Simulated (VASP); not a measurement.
# LiF in VASP: further runs

The runs below take LiF through relaxation of the atoms, with RPBE, PBE+D3.

Program: VASP 6.6.1. These are calculated values, not measurements. Logs are shortened: lines on timing, memory, paths and dates and some standing lists are left out, and cuts for length are marked.

## 1. The cell of the first run

The cell holds a slab with vacuum, 12 atoms: a = 2.848 Å, b = 2.848 Å, c = 25.070 Å, α = 90.00°, β = 90.00°, γ = 90.00°.

## 2. Relaxation of the atoms, RPBE (the (1 0 0) slab of LiF, cut from the database cell, not relaxed)

Contents of INCAR:

```
PREC     = Accurate       # precision mode
ENCUT    = 520            # plane-wave cutoff, eV
EDIFF    = 1E-6           # SCF threshold, eV
ISMEAR   = 0              # smearing method
SIGMA    = 0.05           # smearing width, eV
LREAL    = F              # projectors in reciprocal space
LASPH    = T              # aspherical terms in the spheres
NELM     = 80             # most SCF steps
ALGO     = Fast           # electronic algorithm
ISIF     = 2              # what is computed and relaxed
LWAVE    = F              # write WAVECAR
LCHARG   = F              # write CHGCAR
LDIPOL   = T            
IDIPOL   = 3            
DIPOL    = 0.5 0.5 0.500
GGA      = RP             # functional
IBRION   = 2              # ionic algorithm
NSW      = 40             # ionic steps
EDIFFG   = -0.02          # ionic threshold
```

Contents of KPOINTS:

```
Automatic mesh
0
Gamma
  9 9 1
```

Contents of POSCAR:

```
LiF
1.0
    2.8482261146      0.0000000000      0.0000000000
    0.0000000000      2.8482261146      0.0000000000
    0.0000000000      0.0000000000     25.0700000000
Li F
6 6
Selective dynamics
Direct
    0.5000000000      0.5000000000      0.2991623454  F F F
    0.0000000000      0.0000000000      0.3794974073  F F F
    0.5000000000      0.5000000000      0.4598324691  F F F
    0.0000000000      0.0000000000      0.5401675309  T T T
    0.5000000000      0.5000000000      0.6205025927  T T T
    0.0000000000      0.0000000000      0.7008376546  T T T
    0.0000000000      0.0000000000      0.2991623454  F F F
    0.5000000000      0.5000000000      0.3794974073  F F F
    0.0000000000      0.0000000000      0.4598324691  F F F
    0.5000000000      0.5000000000      0.5401675309  T T T
    0.0000000000      0.0000000000      0.6205025927  T T T
    0.5000000000      0.5000000000      0.7008376546  T T T
```

Potentials or basis: VASP PAW PBE potentials, release 64 (Li_sv, F).

The run is started by

```
cat potpaw_PBE.64/Li_sv/POTCAR potpaw_PBE.64/F/POTCAR > POTCAR
mpirun -np 1 vasp_std > vasp.out
```

OUTCAR:

```text
PREC = Accurate
   ENCUT = 520
   EDIFF = 1E-6
   ISMEAR = 0
   LREAL = F
   LASPH = T
   NELM = 80
   ISIF = 2
   GGA = RP
   IBRION = 2
   NSW = 40
   EDIFFG = -0.02

 ion  position               nearest neighbor table
   1  0.500  0.500  0.299-   7 2.01   7 2.01   7 2.01   7 2.01   8 2.01
   2  0.000  0.000  0.379-   9 2.01   8 2.01   8 2.01   8 2.01   8 2.01   7 2.01
   3  0.500  0.500  0.460-   8 2.01  10 2.01   9 2.01   9 2.01   9 2.01   9 2.01
   4  0.000  0.000  0.540-   9 2.01  11 2.01  10 2.01  10 2.01  10 2.01  10 2.01
   5  0.500  0.500  0.621-  10 2.01  11 2.01  11 2.01  11 2.01  11 2.01  12 2.01
   6  0.000  0.000  0.701-  12 2.01  12 2.01  12 2.01  12 2.01  11 2.01
   7  0.000  0.000  0.299-   1 2.01   1 2.01   1 2.01   1 2.01   2 2.01
   8  0.500  0.500  0.379-   3 2.01   2 2.01   2 2.01   2 2.01   2 2.01   1 2.01
   9  0.000  0.000  0.460-   2 2.01   4 2.01   3 2.01   3 2.01   3 2.01   3 2.01
  10  0.500  0.500  0.540-   3 2.01   5 2.01   4 2.01   4 2.01   4 2.01   4 2.01
  11  0.000  0.000  0.621-   4 2.01   5 2.01   5 2.01   5 2.01   5 2.01   6 2.01
  12  0.500  0.500  0.701-   6 2.01   6 2.01   6 2.01   6 2.01   5 2.01

  LATTYP: Found a simple tetragonal cell.
 ALAT       =     2.8482261146
 C/A-ratio  =     8.8019697142

  Lattice vectors:

 A1 = (   2.8482261146,   0.0000000000,   0.0000000000)
 A2 = (   0.0000000000,   2.8482261146,   0.0000000000)
 A3 = (   0.0000000000,   0.0000000000,  25.0700000000)

Analysis of symmetry for initial positions (statically):
=====================================================================
 Subroutine PRICEL returns:
 Original cell was already a primitive cell.

 Routine SETGRP: Setting up the symmetry group for a
 simple tetragonal supercell.

 Subroutine GETGRP returns: Found 16 space group operations
 (whereof  8 operations were pure point group operations)
 out of a pool of 16 trial point group operations.

The static configuration has the point symmetry C_4v.
 The point group associated with its full space group is D_4h.

Analysis of symmetry for dynamics (positions and initial velocities):
=====================================================================
 Subroutine PRICEL returns:
 Original cell was already a primitive cell.

 Routine SETGRP: Setting up the symmetry group for a
 simple tetragonal supercell.

 Subroutine GETGRP returns: Found 16 space group operations
 (whereof  8 operations were pure point group operations)
 out of a pool of 16 trial point group operations.

The dynamic configuration has the point symmetry C_4v.
 The point group associated with its full space group is D_4h.

Analysis of constrained symmetry for selective dynamics:
=====================================================================
 Subroutine PRICEL returns:
 Original cell was already a primitive cell.

 Routine SETGRP: Setting up the symmetry group for a
 simple tetragonal supercell.

 Subroutine GETGRP returns: Found  8 space group operations
 (whereof  8 operations were pure point group operations)
 out of a pool of 16 trial point group operations.

The constrained configuration has the point symmetry C_4v.

 Subroutine INISYM returns: Found  8 space group operations
 (whereof  8 operations are pure point group operations),
 and found     1 'primitive' translations

----------------------------------------------------------------------------------------

                                     Primitive cell

  volume of cell :     203.3777

  direct lattice vectors                    reciprocal lattice vectors
     2.848226115  0.000000000  0.000000000     0.351095721  0.000000000  0.000000000
     0.000000000  2.848226115  0.000000000     0.000000000  0.351095721  0.000000000
     0.000000000  0.000000000 25.070000000     0.000000000  0.000000000  0.039888313

  length of vectors
     2.848226115  2.848226115 25.070000000     0.351095721  0.351095721  0.039888313

  position of ions in fractional coordinates (direct lattice)
     0.500000000  0.500000000  0.299162345
     0.000000000  0.000000000  0.379497407
     0.500000000  0.500000000  0.459832469
     0.000000000  0.000000000  0.540167531
     0.500000000  0.500000000  0.620502593
     0.000000000  0.000000000  0.700837655
     0.000000000  0.000000000  0.299162345
     0.500000000  0.500000000  0.379497407
[... 62 lines left out ...]
  0.444444  0.444444  0.000000      4.000000
   k-points           NKPTS =     15   k-points in BZ     NKDIM =     15   number of bands    NBANDS=     37
   number of dos      NEDOS =    301   number of ions     NIONS =     12
   total plane-waves  NPLWV = 110592
   dimension x,y,z NGX =    24 NGY =   24 NGZ =  192
   dimension x,y,z NGXF=    48 NGYF=   48 NGZF=  384
   ions per type =               6   6
   NGX,Y,Z   is equivalent  to a cutoff of  14.01, 14.01, 12.73 a.u.
   NGXF,Y,Z  is equivalent  to a cutoff of  28.02, 28.02, 25.46 a.u.
 SYSTEM =  unknown system
   PREC   = accura    normal or accurate (medium, high low for compatibility)
   ISTART =      0    job   : 0-new  1-cont  2-samecut
   ICHARG =      2    charge: 1-file 2-atom 10-const
   ISPIN  =      1    spin polarized calculation?
   LNONCOLLINEAR =      F non collinear calculations
   LSORBIT =      F    spin-orbit coupling
   LASPH  =      T    aspherical Exc in radial PAW
   ENCUT  =  520.0 eV  38.22 Ry    6.18 a.u.   5.30  5.30 46.61*2*pi/ulx,y,z
   NELM   =     80;   NELMIN=  2; NELMDL= -5     # of ELM steps
   EDIFF  = 0.1E-05   stopping-criterion for ELM
   LREAL  =      F    real-space projection
   EDIFFG = -.2E-01   stopping-criterion for IOM
   NSW    =     40    number of steps for IOM
   IBRION =      2    ionic relax: 0-MD 1-quasi-New 2-CG
   NFREE  =      1    steps in history (QN), initial steepest desc. (CG)
   ISIF   =      2    stress and relaxation
   ISYM   =      2    0-nonsym 1-usesym 2-fastsym
   POTIM  = 0.5000    time-step for ionic-motion
   TEBEG  =    0.0;   TEEND  =   0.0 temperature during run
   PSTRESS=    0.0 pullay stress
   NELECT =      60.0000    total number of electrons
   NUPDOWN=      -1.0000    fix difference up-down
   EMIN   =  10.00;   EMAX   =-10.00  energy-range for DOS
   EFERMI =   0.00;   METHOD = LEGACY
   ISMEAR =     0;   SIGMA  =   0.05  broadening in eV -4-tet -1-fermi 0-gaus
   EFERMI_NEDOS =   21; number of points for ismear=-14 and -15
   IALGO  =     68    algorithm
   IMIX   =      4    mixing-type and parameters
     AMIX     =   0.40;   BMIX     =  1.00
     AMIX_MAG =   1.60;   BMIX_MAG =  1.00
  volume/ion in A,a.u.               =      16.95       114.37
  Fermi-wavevector in a.u.,A,eV,Ry     =   1.089827  2.059474 16.159946  1.187723
  Thomas-Fermi vector in A             =   2.226038
   LORBIT       =      0    0 simple, 1 ext, 2 COOP (PROOUT), +10 PAW based schemes
   GGA     = RP    functional components
   LHFCALC =     F    Hartree Fock is set to
   AEXX    =    0.0000 exact exchange contribution
   IVDW    =     0    specifies the selected vdW correction
   LEPSILON=     F    determine dielectric tensor
   LRPA    =     F    only Hartree local field effects (RPA)
 conjugate gradient relaxation of ions
 non-spin polarized calculation
 RMM-DIIS sequential band-by-band and
 Gauss-broadening in eV      SIGMA  =   0.05
  energy-cutoff  :      520.00
  volume of cell :      203.38
 maximum number of plane-waves:      5528
 NGX is ok and might be reduce to    24
   NGX = 11   NGY = 11   NGZ = 93

--------------------------------------- Ionic step        1  -------------------------------------------

 number of electron      60.0000005 magnetization

 Free energy of the ion-electron system (eV)
  ---------------------------------------------------
  ext. energy  EPLUGINS =         0.00000000
  ---------------------------------------------------
  free energy    TOTEN  =       -55.06831236 eV

  energy without entropy =      -55.06831236  energy(sigma->0) =      -55.06831236

------------------------ aborting loop because EDIFF is reached ----------------------------------------

  FORCE on cell =-STRESS in cart. coord.  units (eV):
  Direction    XX          YY          ZZ          XY          YZ          ZX
  --------------------------------------------------------------------------------------
  -------------------------------------------------------------------------------------
  Total        2.0451738      2.0451738      2.8666573      0.0000000     -0.0000000      0.0000000
  in kB       16.1115577     16.1115577     22.5830762      0.0000000     -0.0000000      0.0000000
  external PRESSURE =      18.2687306 kB  Pullay stress =       0.0000000 kB
[... 119 lines left out ...]
  FREE ENERGIE OF THE ION-ELECTRON SYSTEM (eV)
  ---------------------------------------------------
  free  energy   TOTEN  =       -55.0856910684 eV

  energy  without entropy=      -55.0856910684  energy(sigma->0) =      -55.08569107

 vacuum level on the upper side and lower side of the slab       (xc-potential included)        -0.003        -0.517

[... ionic steps 4 to 20 ...]

--------------------------------------- Ionic step       21  -------------------------------------------

 number of electron      60.0000006 magnetization

------------------------ aborting loop because EDIFF is reached ----------------------------------------
[... 87 lines left out ...]
--------------------------------------- Ionic step       23  -------------------------------------------

 number of electron      60.0000003 magnetization

 dipolmoment           0.000000      0.000000      0.030214 electrons x Angstroem

 Free energy of the ion-electron system (eV)
  ---------------------------------------------------
  ext. energy  EPLUGINS =         0.00000000
  ---------------------------------------------------
  free energy    TOTEN  =       -55.13119670 eV

  energy without entropy =      -55.13119670  energy(sigma->0) =      -55.13119670

 E-fermi :  -3.6942     XC(G=0):  -5.2208

 val. band max:       -4.0037101695   @ k =   0.4444   0.0000   0.0000
 cond. band min:       2.0291520953   @ k =   0.0000   0.0000   0.0000
 fundamental gap:      6.0328622648
 Fermi energy:        -3.6942396695

 k-point     1 :       0.0000    0.0000    0.0000
  band No.  band energies     occupation
      1     -45.8063      2.00000
      2     -45.5914      2.00000
      3     -45.5705      2.00000
      4     -45.5528      2.00000
      5     -45.4999      2.00000
      6     -45.3918      2.00000
[... 589 lines left out ...]
     36      10.4933      0.00000
     37      10.6347      0.00000

------------------------ aborting loop because EDIFF is reached ----------------------------------------

 vacuum level on the upper side and lower side of the slab       (xc-potential included)         0.117        -0.542

  FORCE on cell =-STRESS in cart. coord.  units (eV):
  Direction    XX          YY          ZZ          XY          YZ          ZX
  --------------------------------------------------------------------------------------
  -------------------------------------------------------------------------------------
  Total        1.1886941      1.1886941      0.9302215      0.0000000      0.0000000      0.0000000
  in kB        9.3643457      9.3643457      7.3281386      0.0000000      0.0000000      0.0000000
  external PRESSURE =       8.6856100 kB  Pullay stress =       0.0000000 kB
[... 27 lines left out ...]
  FREE ENERGIE OF THE ION-ELECTRON SYSTEM (eV)
  ---------------------------------------------------
  free  energy   TOTEN  =       -55.1311966959 eV

  energy  without entropy=      -55.1311966959  energy(sigma->0) =      -55.13119670

 reached required accuracy - stopping structural energy minimisation

 vacuum level on the upper side and lower side of the slab         3.320         2.638
```

It took 29 min on 1 thread of Intel Xeon Platinum 8559C (Emerald Rapids), shared host; peak memory 0.43 GiB.

What came out:

```yaml
Free_energy: -55.1312 eV
Energy_gained_by_relaxing: 5.2 meV/atom
Ionic_steps: 23
Band_gap_on_the_k_mesh: 6.03 eV, indirect (least direct gap 6.21 eV)
```

The path:
| step | energy change (eV) | largest force (eV/Å) | pressure (GPa) |
| --- | --- | --- | --- |
| 1 | 0.0000 | 0.5121 | 1.83 |
| 2 | -0.0116 | 0.5119 | 1.80 |
| 3 | -0.0174 | 0.5119 | 1.75 |
| 4 | -0.0196 | 0.5115 | 1.73 |
| 5 | -0.0235 | 0.5119 | 1.66 |
| 6 | -0.0239 | 0.5118 | 1.63 |
| 7 | -0.0253 | 0.5129 | 1.62 |
| 8 | -0.0292 | 0.5125 | 1.57 |
| 9 | -0.0354 | 0.5124 | 1.49 |
| 10 | -0.0429 | 0.5125 | 1.33 |
| 11 | -0.0412 | 0.5124 | 1.06 |
| 12 | -0.0446 | 0.5124 | 1.20 |
| 13 | -0.0499 | 0.5124 | 1.13 |
| 14 | -0.0519 | 0.5116 | 1.06 |
| 15 | -0.0519 | 0.5122 | 1.06 |
| 16 | -0.0555 | 0.5126 | 1.01 |
| 17 | -0.0607 | 0.5126 | 0.90 |
| 18 | -0.0609 | 0.5126 | 0.87 |
| 19 | -0.0623 | 0.5126 | 0.86 |
| 20 | -0.0623 | 0.5123 | 0.86 |
| 21 | -0.0627 | 0.5126 | 0.87 |
| 22 | -0.0628 | 0.5123 | 0.87 |
| 23 | -0.0629 | 0.5131 | 0.87 |

Final structure:
```
Li F
1.0
     2.84823    0.00000    0.00000
     0.00000    2.84823    0.00000
     0.00000    0.00000   25.07000
Li F
6 6
Direct
  0.50000 0.50000 0.29916
  0.00000 0.00000 0.37950
  0.50000 0.50000 0.45983
  0.00000 0.00000 0.54543
  0.50000 0.50000 0.63148
  0.00000 0.00000 0.71414
  0.00000 0.00000 0.29916
  0.50000 0.50000 0.37950
  0.00000 0.00000 0.45983
  0.50000 0.50000 0.54557
  0.00000 0.00000 0.63101
  0.50000 0.50000 0.71696
```

Caveat: the cutoff is under 1.25 times the usual one of these potentials, so pressure, stress and relaxed cells hold a basis-set (Pulay) error; the PAW data sets were made with another functional, which shifts forces and pressure a little.

## 3. Relaxation of the atoms, PBE+D3 (the (1 0 0) slab of LiF, cut from the database cell, not relaxed)

Contents of INCAR:

```
PREC = Accurate ; ENCUT = 520
EDIFF = 1E-6 ; ISMEAR = 0
SIGMA = 0.05 ; LREAL = False
LASPH = True ; NELM = 60
ALGO = Normal ; ISIF = 2
LWAVE = False ; LCHARG = False
LDIPOL = True ; IDIPOL = 3
DIPOL = 0.5 0.5 0.500 ; GGA = PE
IVDW = 11 ; IBRION = 2
NSW = 40 ; EDIFFG = -0.005
```

KPOINTS is that of step 2.

POSCAR is that of step 2.

Potentials or basis: VASP PAW PBE potentials, release 64 (Li_sv, F).

The run is started by

```
cat potpaw_PBE.64/Li_sv/POTCAR potpaw_PBE.64/F/POTCAR > POTCAR
mpirun -np 1 vasp_std > vasp.out
```

Run time: 16 min. Hardware: 1 thread of Intel Xeon Platinum 8559C (Emerald Rapids), shared host; peak memory 0.38 GiB.

The run converged. Its results:

| Property | Result |
| --- | --- |
| Free energy | -58.9038 eV |
| Energy gained by relaxing | 1.0 meV/atom |
| Ionic steps | 23 |
| Band gap on the k mesh | 6.24 eV, indirect (least direct gap 6.38 eV) |
| Dispersion energy per atom | -0.114 eV |

The path:
| step | energy change (eV) | largest force (eV/Å) | pressure (GPa) |
| --- | --- | --- | --- |
| 1 | 0.0000 | 0.3343 | -1.33 |
| 2 | -0.0080 | 0.3345 | -1.33 |
| 3 | -0.0111 | 0.3343 | -1.34 |
| 4 | -0.0114 | 0.3343 | -1.34 |
| 5 | -0.0114 | 0.3341 | -1.34 |
| 6 | -0.0114 | 0.3342 | -1.34 |
| 7 | -0.0114 | 0.3343 | -1.34 |
| 8 | -0.0115 | 0.3339 | -1.34 |
| 9 | -0.0116 | 0.3343 | -1.32 |
| 10 | -0.0117 | 0.3340 | -1.32 |
| 11 | -0.0118 | 0.3341 | -1.30 |
| 12 | -0.0118 | 0.3338 | -1.29 |
| 13 | -0.0118 | 0.3339 | -1.29 |
| 14 | -0.0120 | 0.3343 | -1.27 |
| 15 | -0.0122 | 0.3345 | -1.24 |
| 16 | -0.0121 | 0.3344 | -1.18 |
| 17 | -0.0122 | 0.3345 | -1.22 |
| 18 | -0.0123 | 0.3345 | -1.22 |
| 19 | -0.0123 | 0.3346 | -1.22 |
| 20 | -0.0124 | 0.3341 | -1.22 |
| 21 | -0.0124 | 0.3343 | -1.23 |
| 22 | -0.0124 | 0.3343 | -1.23 |
| 23 | -0.0124 | 0.3343 | -1.23 |

Final structure:
```
Li F
1.0
     2.84823    0.00000    0.00000
     0.00000    2.84823    0.00000
     0.00000    0.00000   25.07000
Li F
6 6
Direct
  0.50000 0.50000 0.29916
  0.00000 0.00000 0.37950
  0.50000 0.50000 0.45983
  0.00000 0.00000 0.53946
  0.50000 0.50000 0.61948
  0.00000 0.00000 0.69774
  0.00000 0.00000 0.29916
  0.50000 0.50000 0.37950
  0.00000 0.00000 0.45983
  0.50000 0.50000 0.53955
  0.00000 0.00000 0.61913
  0.50000 0.50000 0.70052
```

Levels at points of the mesh, in eV from the valence-band top:
```csv
k point,band 28,band 29,band 30,band 31,band 32,band 33
"(0.00, 0.00, 0.00)",-0.28,-0.14,-0.14,6.24,6.90,7.67
```

Caveat: the cutoff is under 1.25 times the usual one of these potentials, so pressure, stress and relaxed cells hold a basis-set (Pulay) error.
